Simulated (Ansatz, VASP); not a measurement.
**W in VASP and in Ansatz**

Contents of INCAR:

```
SYSTEM = W
PREC = Accurate
ENCUT = 520
EDIFF = 1E-7
ISMEAR = -1
SIGMA = 0.05
LREAL = .False.
LASPH = .True.
NELM = 100
ALGO = Normal
ISIF = 2
LWAVE = .False.
LCHARG = .True.
GGA = PE
LELF = .True.
LVHAR = .True.
NBANDS = 13
```

The input KPOINTS:

```
regular mesh
0
Gamma
  14 14 14
  0 0 0
```

Contents of POSCAR:

```
W
1.0
    0.0000000000      2.0909000000      2.0300000000
    2.0909000000      0.0000000000      2.0300000000
    2.0909000000      2.0909000000      0.0000000000
W
1
Direct
    0.0000000000      0.0000000000      0.0000000000
```

Input for Ansatz:

```yaml
crystal:
  lattice:
    - [0.0, 2.0909, 2.03]
    - [2.0909, 0.0, 2.03]
    - [2.0909, 2.0909, 0.0]
  atoms:
    - { symbol: W, position: [0.0, 0.0, 0.0] }
kpoints:
  mp_grid: { grid: [14, 14, 14] }
  band_path:
    path:
      - [0.0, 0.0, 0.0]
      - [0.0, 0.5, 0.5]
      - [0.25, 0.75, 0.5]
      - [0.0, 0.5, 0.0]
      - [0.0, 0.0, 0.0]
      - [0.5, 0.5, 0.0]
      - [0.3826125, 0.6173875, 0.0]
      - [-0.3826125, 0.3826125, 0.0]
      - [0.0, 0.0, 0.0]
    npoints: 5
scf:
  occupations: { method: fermi_dirac, width: 0.05 }
hamiltonian:
  xc: pbe
  pseudopotentials: { kind: all_electron, lapw: { basis_error: 0.00025 } }
output:
  forces: true
  stress: true
  eigenvalues: true
```

Change from the starting cell: equal xx and yy strain of +3 %.

Alike in both runs: task single point; functional PBE; k mesh 14 × 14 × 14; occupations fermi-dirac, width 0.05 eV; no spin polarisation.

|  | VASP | Ansatz |
| --- | --- | --- |
| version | VASP 6.6.1 | Ansatz 0.2.0 |
| potentials or method | VASP PAW PBE potentials, release 64 (W_sv) | all-electron LAPW, scalar-relativistic |
| plane-wave cutoff (eV) | 520 | see its input |

VASP gave:

```
pressure (GPa)                                  : -18.2
largest component of the traceless stress (GPa) : 6.04
```

Question: Estimate Ansatz's values.

Answer: Pressure (GPa): -18.3; largest component of the traceless stress (GPa): 6.01.

Ansatz ran all-electron here, so the differences hold the error of VASP's frozen core and of both bases.

Caveats: so large a pressure means that the cell lies far from this level's equilibrium, or that cutoff or potentials fall short (VASP). Spin-orbit coupling is left out, which matters for the levels of W.
